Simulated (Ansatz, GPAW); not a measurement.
**SiC: programs and potentials compared**

```
CELL_PARAMETERS angstrom
0.00000 2.17900 2.17900
2.17900 0.00000 2.17900
2.17900 2.17900 0.00000
ATOMIC_POSITIONS crystal
Si 0.00000 0.00000 0.00000
C 0.75000 0.75000 0.75000
```

Alike in all runs: task single point; functional PBEsol; k mesh 10 × 10 × 10; occupations gaussian, width 0.05 eV; no spin polarisation; no spin-orbit coupling. Pressure is positive in compression and, in plane waves, holds the error of the finite cutoff, which Ansatz's Pulay term estimates and takes out.

| program and potentials | plane-wave cutoff (eV) | notes | band gap (eV) | pressure (GPa) |
| --- | --- | --- | --- | --- |
| Ansatz, Ansatz PAW | 420 | potentials made for PBE, which Ansatz adapts in part; Pulay term of +0.30 GPa included | 1.24 | -0.18 |
| Ansatz, all-electron LAPW, scalar-relativistic | - | - | 1.24 | -0.23 |
| GPAW, PAW data sets generated for this functional | 800 | - | 1.24 | 0.99 |

All agree on the band gap. The pressure spans -0.23 (Ansatz, all-electron LAPW, scalar-relativistic) to 0.99 GPa (GPAW, PAW data sets generated for this functional), with all-electron results at -0.23. The gap is indirect and read on the mesh alone.

The functional is the same throughout but for its coding, so the spread measures potentials, basis and numerics; runs on potential files found faulty are left out.
